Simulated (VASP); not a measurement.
Input of a VASP 6.6.1 run:

Contents of INCAR:

```
SYSTEM = C
PREC = Accurate ; ENCUT = 520
EDIFF = 1E-7 ; ISMEAR = 0
SIGMA = 0.02 ; LREAL = .FALSE.
LASPH = .TRUE. ; NELM = 100
ALGO = Normal ; ISIF = 3
LWAVE = .FALSE. ; LCHARG = .FALSE.
GGA = PE ; IVDW = 12
IBRION = 2 ; NSW = 80
EDIFFG = -0.002 ; KPAR = 4
```

KPOINTS

```
regular mesh
0
G
  15 15 4
  0 0 0
```

Contents of POSCAR:

```
C
1.0
    2.4672912600      0.0000000000      0.0000000000
   -1.2336456300      2.1367369100      0.0000000000
    0.0000000000      0.0000000000      7.8030730000
C
4
Direct
    0.0000000000      0.0000000000      0.2500000000
    0.0000000000      0.0000000000      0.7500000000
    0.3333333300      0.6666666700      0.2500000000
    0.6666666700      0.3333333300      0.7500000000
```

Potentials or basis: VASP PAW PBE potentials, release 64 (C).

Launch:

```bash
$ cat potpaw_PBE.64/C/POTCAR > POTCAR
$ mpirun -np 4 vasp_std > vasp.out
```

(1) What does it give for the space group after relaxing (to 0.05 Å)?

(2) What does it give for the relaxed cell?

(3) What does it give for the dispersion energy per atom?

(4) Estimate the band gap on the k mesh.

## Answers

(1) P6_3/mmc (No. 194).

(2) a = 2.466 Å, b = 2.466 Å, c = 6.680 Å, α = 90.00°, β = 90.00°, γ = 120.00°.

(3) -0.157 eV.

(4) none (metal or under the smearing width).
